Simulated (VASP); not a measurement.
A run of VASP 6.6.1 is set up as follows.

Contents of POSCAR:

```
PbS2
1.0
    0.0000000000      3.3652050266      3.3652050266
    3.3652050266      0.0000000000      3.3652050266
    3.3652050266      3.3652050266      0.0000000000
Pb S
1 2
Direct
    0.0000000000      0.0000000000      0.0000000000
    0.2500000000      0.2500000000      0.2500000000
    0.7500000000      0.7500000000      0.7500000000
```

Contents of INCAR.step1:

```
SYSTEM = PbS2
PREC     = Accurate       ! precision mode
ENCUT    = 520            ! plane-wave cutoff, eV
EDIFF    = 1E-5           ! SCF threshold, eV
ISMEAR   = -1             ! smearing method
SIGMA    = 0.02           ! smearing width, eV
LREAL    = .False.        ! projectors in reciprocal space
LASPH    = .True.         ! aspherical terms in the spheres
NELM     = 100            ! most SCF steps
ALGO     = Normal         ! electronic algorithm
ISIF     = 2              ! what is computed and relaxed
LWAVE    = .True.         ! write WAVECAR
LCHARG   = .False.        ! write CHGCAR
NBANDS   = 20             ! bands
GGA      = PE             ! functional
```

Contents of INCAR.step2:

```
SYSTEM = PbS2
PREC     = Accurate       ! precision mode
ENCUT    = 520            ! plane-wave cutoff, eV
EDIFF    = 1E-7           ! SCF threshold, eV
ISMEAR   = -1             ! smearing method
SIGMA    = 0.02           ! smearing width, eV
LREAL    = .False.        ! projectors in reciprocal space
LASPH    = .True.         ! aspherical terms in the spheres
NELM     = 100            ! most SCF steps
ALGO     = Normal         ! electronic algorithm
ISIF     = 2              ! what is computed and relaxed
LWAVE    = .False.        ! write WAVECAR
LCHARG   = .False.        ! write CHGCAR
GGA      = PE             ! functional
LHFCALC  = .True.         ! exact exchange
HFSCREEN = 0.2079         ! screening, 1/A
PRECFOCK = Normal       
NBANDS   = 20             ! bands
ISTART   = 1
```

KPOINTS

```
Automatic mesh
0
Gamma
  4 4 4
  0 0 0
```

Potentials or basis: VASP PAW PBE potentials, release 64 (Pb_d, S).

Command:

```sh
$ cat potpaw_PBE.64/Pb_d/POTCAR potpaw_PBE.64/S/POTCAR > POTCAR
$ cp INCAR.step1 INCAR
$ mpirun -np 1 vasp_std > vasp.out
$ cp INCAR.step2 INCAR
$ mpirun -np 1 vasp_std > vasp.out
```

(1) What does it give for the band gap on the k mesh?

(2) Estimate the pressure.

## Answers

(1) none (metal or under the smearing width).

(2) -2.2 GPa.

Caveat: the k mesh is coarse (spacing up to 0.40 Å⁻¹), so the values aren't converged, least of all with exact exchange; the PAW data sets were made with another functional, which shifts forces and pressure a little.
